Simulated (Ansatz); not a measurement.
The system is TiCo.

```xyz
2
Lattice="2.9861 0.0000 0.0000 0.0000 2.9861 0.0000 0.0000 0.0000 2.9861" Properties=species:S:1:pos:R:3 pbc="T T T"
Co    1.4931    1.4931    1.4931
Ti    0.0000    0.0000    0.0000
```

The cell comes from a database or a generator and needn't be the stable form of this composition.

```yaml
Program: Ansatz 0.2.0
Task: relaxation of cell and atoms
Functional: B3LYP
Potentials_or_basis: Ansatz PAW
Cutoff: "420 eV (not typed: the program's choice for these potentials)"
k_mesh: 5 × 5 × 5
Occupations: fermi-dirac, width 0.05 eV
Spin: collinear spin, ferromagnetic start
Starting_moments: "[2.0, 1.0] μB"
```

At the start: volume 13.31 Å³/atom.

Problem. Where does the relaxation end?

Solution. It ends after 5 steps and the volume is 13.98 Å³/atom (+5.0 %); space group Pm-3m (No. 221, to 0.05 Å); moment 1.00 μB per cell.

Step by step:
```
step  energy change (eV)  largest force (eV/Å)  volume (Å³)
   1              0.0000                0.0000        26.63
   2             -0.0368                0.0000        27.72
   3             -0.0376                0.0000        27.98
   4             -0.0376                0.0000        27.96
   5             -0.0388                0.0000        27.96
```

Final structure:
```yaml
crystal:
  lattice:
    - [3.03513, 0.00000, 0.00000]
    - [0.00000, 3.03513, 0.00000]
    - [0.00000, 0.00000, 3.03513]
  atoms:
    - { symbol: Co, position: [0.50000, 0.50000, 0.50000] }
    - { symbol: Ti, position: [0.00000, 0.00000, 0.00000] }
```

Caveat: the k mesh is coarse (spacing up to 0.42 Å⁻¹), so the values aren't converged, least of all with exact exchange; the magnetic or orbital state may not be the lowest; the plane-wave basis is chosen anew once the cell has moved, so the energies of steps on either side of that aren't comparable; the PAW data sets come from PBE, with cores solved anew for the run's functional, which leaves a small shift of forces and pressure; the starting moments weren't kept.
